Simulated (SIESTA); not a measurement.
Pb:

```
Pb
1.0
    -1.97966    1.97966    1.97966
     1.97966   -1.97966    1.97966
     1.97966    1.97966   -1.97966
Pb
1
Cartesian
  0.0000 0.0000 0.0000
```

This isn't the form of Pb at room conditions, which is fcc.

```yaml
Program: SIESTA 5.4.2
Task: relaxation of cell and atoms
Functional: xPBE
Potentials_or_basis: PseudoDojo 0.4 stringent (PBE files)
Basis: SZ (energy shift 0.01 Ry)
Grid_cutoff: 500 Ry
Energy_shift: 0.01 Ry
k_mesh: 9 × 9 × 9
Occupations: fermi-dirac, width 0.05 eV
Spin: no spin polarisation
```

At the start: pressure -25.6 GPa; volume 31.03 Å³/atom.

Q: How do energy, volume and symmetry change on relaxing?

A: Over 11 steps the energy falls by 707.6 meV/atom and the volume is 23.98 Å³/atom (-22.7 %); space group Im-3m (No. 229, to 0.05 Å).

The path:
```tsv
step	energy change (eV)	largest force (eV/Å)	pressure (GPa)	volume (Å³)
1	0.0000	0.0000	-25.65	31.03
2	-0.0600	0.0000	-25.09	30.65
3	-0.4740	0.0000	29.15	21.08
4	-0.3436	0.0000	-21.12	28.70
5	-0.5833	0.0000	20.07	21.79
6	-0.6137	0.0000	-12.54	26.18
7	-0.6905	0.0000	6.77	23.11
8	-0.7025	0.0000	-3.23	24.45
9	-0.7074	0.0000	0.76	23.88
10	-0.7075	0.0000	-0.20	24.01
11	-0.7076	0.0000	0.01	23.98
```

Final structure:
```cif
data_structure
_symmetry_space_group_name_H-M 'P 1'
_symmetry_Int_Tables_number 1
_cell_length_a 3.1465
_cell_length_b 3.1465
_cell_length_c 3.1465
_cell_angle_alpha 109.472
_cell_angle_beta 109.472
_cell_angle_gamma 109.472
_cell_volume 23.98
loop_
_atom_site_label
_atom_site_type_symbol
_atom_site_fract_x
_atom_site_fract_y
_atom_site_fract_z
_atom_site_occupancy
Pb1 Pb 0.00000 0.00000 0.00000 1
```

Caveat: the basis has no polarisation orbitals; short orbitals over semicore shells can move pressures by several GPa; the volume moved by over 15 % at a fixed basis, so the end points are rough; the potentials were made for another functional, which shifts forces and pressure; the basis of atomic orbitals isn't converged, which shifts pressures, moduli and gaps.
